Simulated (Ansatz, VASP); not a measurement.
# One calculation of CoSi, two programs

The input INCAR:

```
SYSTEM = CoSi
PREC = Accurate
ENCUT = 520
EDIFF = 1E-6
ISMEAR = -1
SIGMA = 0.05
LREAL = .FALSE.
LASPH = .TRUE.
NELM = 80
ALGO = Normal
ISIF = 2
LWAVE = .FALSE.
LCHARG = .FALSE.
GGA = PS
NBANDS = 14
```

File KPOINTS:

```
Automatic mesh
0
G
  14 14 14
  0 0 0
```

POSCAR

```
CoSi
1.0
    0.0000000000      2.1393263168      2.1393263168
    2.1393263168      0.0000000000      2.1393263168
    2.1393263168      2.1393263168      0.0000000000
Co Si
1 1
Direct
    0.0000000000      0.0000000000      0.0000000000
    0.5000000000      0.5000000000      0.5000000000
```

Input for Ansatz:

```yaml
crystal:
  lattice:
    - [0.0, 2.1393263168, 2.1393263168]
    - [2.1393263168, 0.0, 2.1393263168]
    - [2.1393263168, 2.1393263168, 0.0]
  atoms:
    - { symbol: Co, position: [0.0, 0.0, 0.0] }
    - { symbol: Si, position: [0.5, 0.5, 0.5] }
kpoints:
  mp_grid: { grid: [14, 14, 14] }
scf:
  occupations: { method: fermi_dirac, width: 0.05 }
hamiltonian:
  xc: pbesol
  pseudopotentials: { kind: paw }
output:
  forces: true
  stress: true
  eigenvalues: true
  populations: true
  write_density: true
  write_potential: true
  elf: true
  volumetric_format: npy
```

Change from the starting cell: volume scaled by 0.8, PAW files.

Alike in both runs: task single point; functional PBEsol; k mesh 14 × 14 × 14; occupations fermi-dirac, width 0.05 eV; no spin polarisation.

```csv
,VASP,Ansatz
version,VASP 6.6.1,Ansatz 0.2.0
potentials or method,"VASP PAW PBE potentials, release 64 (Co, Si)","PAW with Ansatz's default frozen-core files, scalar-relativistic"
plane-wave cutoff (eV),520,420
valence electrons in the cell,13,21
```

```tsv
	VASP	Ansatz	Ansatz less VASP
pressure (GPa)	65.2	64.1	-1.12
```

With one functional, cell and mesh, what is left measures potentials, basis and numerics. The two sets of potentials don't hold the same shells in valence.

Caveats: the cell as given lies far from equilibrium; so large a pressure means that the cell lies far from this level's equilibrium, or that cutoff or potentials fall short (VASP); the potentials were made for another functional, which shifts forces and pressure (VASP). Spin polarisation is off, so any magnetic state and its effect on volume and gap are missing.
